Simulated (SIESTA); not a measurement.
WC:

```
W C
1.0
     0.00000    2.19268    2.19268
     2.19268    0.00000    2.19268
     2.19268    2.19268    0.00000
W C
1 1
Direct
  0.00000 0.00000 0.00000
  0.50000 0.50000 0.50000
```

Measurements of this composition are mostly on another form, of space group No. 187.

Base run:

```yaml
Program: SIESTA 5.4.2
Functional: vdW-DF-cx
Potentials_or_basis: PseudoDojo 0.4 standard (PBE files)
Basis: DZP (energy shift 0.003 Ry; two zetas on semicore shells)
Grid_cutoff: 800 Ry
Energy_shift: 0.003 Ry
k_mesh: 10 × 10 × 10
Occupations: fermi-dirac, width 0.05 eV
Spin: no spin polarisation
```

Its results: band gap on the k mesh none (metal or under the smearing width); pressure 1.6 GPa.

Q: After a change of settings the same cell gave: band gap on the k mesh none (metal or under the smearing width); pressure 21.1 GPa. Which change was it?
A. functional from vdW-DF-cx to BLYP
B. functional from vdW-DF-cx to PBEsol; potentials or basis from PseudoDojo 0.4 standard (PBE files) to PseudoDojo 0.4 standard (PBEsol files)
C. functional from vdW-DF-cx to LDA; potentials or basis from PseudoDojo 0.4 standard (PBE files) to PseudoDojo 0.4 standard (LDA files)
D. functional from vdW-DF-cx to AM05; potentials or basis from PseudoDojo 0.4 standard (PBE files) to PseudoDojo 0.4 standard (PBEsol files)

A: A.

Caveats: short orbitals over semicore shells can move pressures by several GPa; the potentials were made for another functional, which shifts forces and pressure; spin-orbit coupling is left out, which moves the levels of the heavy elements; the basis of atomic orbitals isn't converged, which shifts pressures, moduli and gaps.
